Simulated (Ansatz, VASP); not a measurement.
# One calculation of SiC (Moissanite 3C), two programs

Contents of POSCAR:

```
SiC
1.0
    0.0000000000      2.1781402730      2.1781402730
    2.1781402730      0.0000000000      2.1781402730
    2.1781402730      2.1781402730      0.0000000000
Si C
1 1
Direct
    0.0000000000      0.0000000000      0.0000000000
    0.2500000000      0.2500000000      0.2500000000
```

INCAR.step1

```
ALGO = Normal
EDIFF = 1E-4
ENCUT = 520
GGA = PE
ISMEAR = 0
LASPH = True
LCHARG = False
LREAL = False
LWAVE = True
NBANDS = 11
NELM = 100
PREC = Accurate
SIGMA = 0.05
```

The input INCAR.step2:

```
ALGO = Normal
EDIFF = 1E-6
ENCUT = 520
ISIF = 2
ISMEAR = 0
ISTART = 1
LASPH = True
LCHARG = True
LELF = True
LMIXTAU = True
LREAL = False
LVHAR = True
LWAVE = False
METAGGA = R2SCAN
NBANDS = 11
NELM = 100
PREC = Accurate
SIGMA = 0.05
```

The input KPOINTS:

```
k-points
0
Gamma
  10 10 10
```

Input for Ansatz:

```yaml
crystal:
  lattice:
    - [0.0, 2.178140273, 2.178140273]
    - [2.178140273, 0.0, 2.178140273]
    - [2.178140273, 2.178140273, 0.0]
  atoms:
    - { symbol: Si, position: [0.0, 0.0, 0.0] }
    - { symbol: C, position: [0.25, 0.25, 0.25] }
basis:
  ecutwfc: 500
  ecutrho_ratio: 4
kpoints:
  mp_grid: { grid: [10, 10, 10] }
hamiltonian:
  xc: r2scan
scf:
  occupations: { method: gaussian, width: 0.05 }
output:
  forces: true
  stress: true
  eigenvalues: true
```

Alike in both runs: task single point; functional r2SCAN; k mesh 10 × 10 × 10; occupations gaussian, width 0.05 eV; no spin polarisation.

|  | VASP | Ansatz |
| --- | --- | --- |
| version | VASP 6.6.1 | Ansatz 0.2.0 |
| potentials or method | VASP PAW PBE potentials, release 64 (Si, C) | scalar-relativistic, plane waves, PAW |
| plane-wave cutoff (eV) | 520 | 500 |
| valence electrons in the cell | 8 | 8 |

Ansatz gave:

```
gap on the k mesh at the Fermi level (eV) : 1.71
least direct gap on the mesh (eV)         : 5.05
pressure (GPa)                            : 0.0
```

Estimate VASP's values.

gap on the k mesh at the Fermi level (eV): 1.72; least direct gap on the mesh (eV): 5.06; pressure (GPa): -0.2.

With one functional, cell and mesh, what is left measures potentials, basis and numerics.

Caveats: the PAW data sets were made with another functional, which shifts forces and pressure a little (VASP). A k mesh can miss the band edges. r2SCAN opens gaps a little over a GGA but as a rule still falls short of measured ones.
